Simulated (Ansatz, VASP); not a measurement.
# ZnO (pbe) in VASP and in Ansatz

```
Zn O
1.0
     3.27993    0.00000    0.00000
    -1.63997    2.84051    0.00000
     0.00000    0.00000    5.29420
Zn O
2 2
Direct
  0.33333 0.66667 0.00196
  0.66667 0.33333 0.50196
  0.33333 0.66667 0.38104
  0.66667 0.33333 0.88104
```

Alike in both runs: functional PBE; k mesh 9 × 9 × 6; occupations gaussian, width 0.02 eV; no spin polarisation.

Ansatz relaxed the structure, and its values are those at the end. VASP's run is a single point on that final structure, the one shown.

|  | VASP | Ansatz |
| --- | --- | --- |
| version | VASP 6.6.1 | Ansatz 0.2.0 |
| potentials or method | VASP PAW PBE potentials, release 64 (Zn, O) | scalar-relativistic, plane waves, PAW |
| plane-wave cutoff (eV) | 520 | 420 |
| valence electrons in the cell | 36 | 36 |

|  | VASP | Ansatz | Ansatz less VASP |
| --- | --- | --- | --- |
| gap on the k mesh at the Fermi level (eV) | 0.73 | 0.74 | +0.013 |
| least direct gap on the mesh (eV) | 0.73 | 0.74 | +0.013 |
| pressure (GPa) | 0.8 | 0.0 | -0.84 |

As with any semilocal functional, this PBE gap is likely too small.
